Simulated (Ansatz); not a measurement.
**Band topology of Sn with spin–orbit coupling (computed with Ansatz 0.2.0)**

Space group Im-3m (No. 229), 1 atom in the cell of the first input below: a = 3.293 Å, b = 3.293 Å, c = 3.293 Å, α = 109.47°, β = 109.47°, γ = 109.47°.

The structure type may not be the element's ambient one, relaxed without spin–orbit coupling to zero pressure (pressure 0.0 GPa with this functional, without spin–orbit coupling). Functional: PBE.

Input:

```yaml
crystal:
  lattice:
    - [-1.9009315874, 1.9009315874, 1.9009315874]
    - [1.9009315874, -1.9009315874, 1.9009315874]
    - [1.9009315874, 1.9009315874, -1.9009315874]
  atoms:
    - { symbol: Sn, position: [0.0, 0.0, 0.0] }
basis:
  ecutwfc: 420
  ecutrho_ratio: 4
kpoints:
  mp_grid: { grid: [8, 8, 8] }
hamiltonian:
  xc: pbe
scf:
  occupations: { method: gaussian, width: 0.05 }
output:
  forces: true
  stress: true
  eigenvalues: true
  populations: true
  topological_invariants: true
magnetization:
  noncollinear: true
  spin_orbit: true
```

```bash
ansatz run input.yaml --threads 4 --pin off --max-ram 9216MiB --backend cpu --events-out ev --progress --plain --runs-dir out
```

Time: 14 s on 4 threads of Arm Neoverse V1 (shared host), peak memory 0.51 GiB.

Without spin–orbit coupling the gap on a 12×12×12 mesh is 0.00 eV (the bands touch or overlap there). With it, in a separate run (self-consistent on 10×10×10), the bands overlap in energy by 9.19 eV (an overlap on a mesh is a lower bound, as the extrema may lie between its points). The indices are those of the lowest 14 bands, and their direct separation from the next band is open.

Odd-parity bands among them at the eight time-reversal-invariant momenta (inversion centre at 0.000 0.000 0.000):

```csv
k,odd bands
0.0 0.0 0.0,2
0.0 0.0 0.5,2
0.0 0.5 0.0,2
0.0 0.5 0.5,2
0.5 0.0 0.0,2
0.5 0.0 0.5,2
0.5 0.5 0.0,2
0.5 0.5 0.5,2
```

Problem. What are the Z2 indices by the rule of Fu and Kane?

Solution. Each Kramers pair counts once, so δ = (−1)^(odd bands / 2): −, −, −, −, −, −, −, −. The product of all eight gives ν0, the products over the planes k_i = 1/2 the weak indices: (0;000). The Wilson-loop planes give (0;000).

Problem. The cell is scaled in volume by 0.96 and 1.05 with the atoms carried along. Do the indices change?

Solution. No.

```json
{"volume ratio": "0.96", "pressure with spin–orbit coupling (GPa)": "2.5", "smallest direct separation sampled (eV)": "0.280", "at k": "0.06 0.31 0.31", "separation": "open", "Z2": "(0;000)"}
{"volume ratio": "1.00", "pressure with spin–orbit coupling (GPa)": "0.9", "smallest direct separation sampled (eV)": "0.277", "at k": "0.06 0.31 0.31", "separation": "open", "Z2": "(0;000)"}
{"volume ratio": "1.05", "pressure with spin–orbit coupling (GPa)": "-0.9", "smallest direct separation sampled (eV)": "0.272", "at k": "0.06 0.31 0.31", "separation": "open", "Z2": "(0;000)"}
```

Caveats: Z2 indices don't see topology that rests on crystal symmetry, and an even number of inversions cancels; bands overlap in energy, so the bands counted are not the filled states; the k-mesh was not tested.

The indices are trivial because the parity pattern is uniform: every invariant momentum has 2 odd bands, so the negative signs cancel in all the products. With the only atom at the inversion centre, s and d states are even and p states odd. The count therefore fits a filled 4d shell, one s pair and one p pair at each of these points, with no exchange of parity between them.

Spin–orbit coupling matters here through degeneracy. Cubic symmetry keeps the three p orbitals degenerate at the zone centre, and a cut after one of them becomes possible only once the coupling splits off a j = 1/2 pair. The direct separation then survives alongside an overlap of 9.19 eV, as expected of a metal with broad, strongly dispersing sp bands. It shrinks only slightly on expansion, from 0.280 to 0.272 eV, with no sign of a band inversion nearby. The result does not carry over to grey tin, whose diamond lattice has a different band order with s–p inversion.
